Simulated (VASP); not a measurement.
Here is a VASP 6.6.1 calculation.

File INCAR:

```
SYSTEM = AlGa3N2
ALGO     = Fast           ! electronic algorithm
EDIFF    = 1E-4           ! SCF threshold, eV
EDIFFG   = -0.08          ! ionic threshold
ENCUT    = 520            ! plane-wave cutoff, eV
GGA      = PE             ! functional
IBRION   = 2              ! ionic algorithm
ISIF     = 3              ! what is computed and relaxed
ISMEAR   = 0              ! smearing method
KPAR     = 2            
LASPH    = .TRUE.         ! aspherical terms in the spheres
LCHARG   = .FALSE.        ! write CHGCAR
LREAL    = .FALSE.        ! projectors in reciprocal space
LWAVE    = .FALSE.        ! write WAVECAR
NELM     = 60             ! most SCF steps
NSW      = 24             ! ionic steps
PREC     = Normal         ! precision mode
SIGMA    = 0.15           ! smearing width, eV
```

File KPOINTS:

```
k-points
0
G
  4 4 2
  0 0 0
```

POSCAR

```
AlGa3N2
1.0
    3.4703553600      0.0000000000      0.0000000000
    0.0000000000      4.1705697700      0.0000000000
    0.0000000000      0.0000000000      6.4738263900
Al Ga N
1 3 2
Direct
    0.5000000000      0.0000000000      0.5000000000
    0.5000000000      0.0000000000      0.2051046000
    0.5000000000      0.0000000000      0.7948954000
    0.0000000000      0.5000000000      0.5000000000
    0.0000000000      0.0000000000      0.5000000000
    0.0000000000      0.0000000000      0.0000000000
```

Potentials or basis: VASP PAW PBE potentials, release 64 (Al, Ga_d, N).

Command:

```bash
$ cat potpaw_PBE.64/Al/POTCAR potpaw_PBE.64/Ga_d/POTCAR potpaw_PBE.64/N/POTCAR > POTCAR
$ mpirun -np 2 vasp_std > vasp.out
```

Task: Predict the relaxed cell.

Result: a = 3.441 Å, b = 4.476 Å, c = 7.955 Å, α = 90.00°, β = 90.00°, γ = 90.00°.

Task: Estimate the space group after relaxing (to 0.05 Å).

Result: Pmmm (No. 47).

Task: What does it give for the band gap on the k mesh?

Result: None (metal or under the smearing width).

Task: Predict the relaxed volume.

Result: 20.42 Å³/atom.

Final structure:
```yaml
crystal:
  lattice:
    - [3.44138, 0.00000, 0.00000]
    - [0.00000, 4.47598, 0.00000]
    - [0.00000, 0.00000, 7.95536]
  atoms:
    - { symbol: Al, position: [0.50000, 0.00000, 0.50000] }
    - { symbol: Ga, position: [0.50000, 0.00000, 0.16177] }
    - { symbol: Ga, position: [0.50000, 0.00000, 0.83823] }
    - { symbol: Ga, position: [0.00000, 0.50000, 0.50000] }
    - { symbol: N, position: [0.00000, 0.00000, 0.50000] }
    - { symbol: N, position: [0.00000, 0.00000, 0.00000] }
```

Caveat: the k mesh is coarse (spacing up to 0.49 Å⁻¹), so the values aren't converged; the volume moved by over 15 % at a fixed basis, so the end points are rough.
